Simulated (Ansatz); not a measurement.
Crystal: CdSe.

```
Cd Se
1.0
     0.00000    3.07027    3.07027
     3.07027    0.00000    3.07027
     3.07027    3.07027    0.00000
Cd Se
1 1
Direct
  0.00000 0.00000 0.00000
  0.25000 0.25000 0.25000
```

Measurements of this composition are mostly on another form, of space group No. 186.

```yaml
Program: Ansatz 0.2.0
Task: relaxation of cell and atoms
Functional: revPBE
Potentials_or_basis: all-electron LAPW, scalar-relativistic
Basis_error_allowed: 0.001 eV/atom
k_mesh: 8 × 8 × 8
Occupations: fermi-dirac, width 0.05 eV
Spin: no spin polarisation
```

At the start: volume 28.94 Å³/atom.

Problem. How do energy, volume and symmetry change on relaxing?

Solution. Over 5 steps the energy falls by 13.8 meV/atom and the volume is 30.67 Å³/atom (+6.0 %); space group F-43m (No. 216, to 0.05 Å).

Step by step:
```tsv
step	energy change (eV)	largest force (eV/Å)	volume (Å³)
1	0.0000	0.0000	57.88
2	-0.0263	0.0000	62.16
3	-0.0276	0.0000	61.43
4	-0.0276	0.0000	61.35
5	-0.0276	0.0000	61.35
```

Final structure:
```
CELL_PARAMETERS angstrom
0.00000 3.13031 3.13031
3.13031 0.00000 3.13031
3.13031 3.13031 0.00000
ATOMIC_POSITIONS crystal
Cd 0.00000 0.00000 0.00000
Se 0.25000 0.25000 0.25000
```
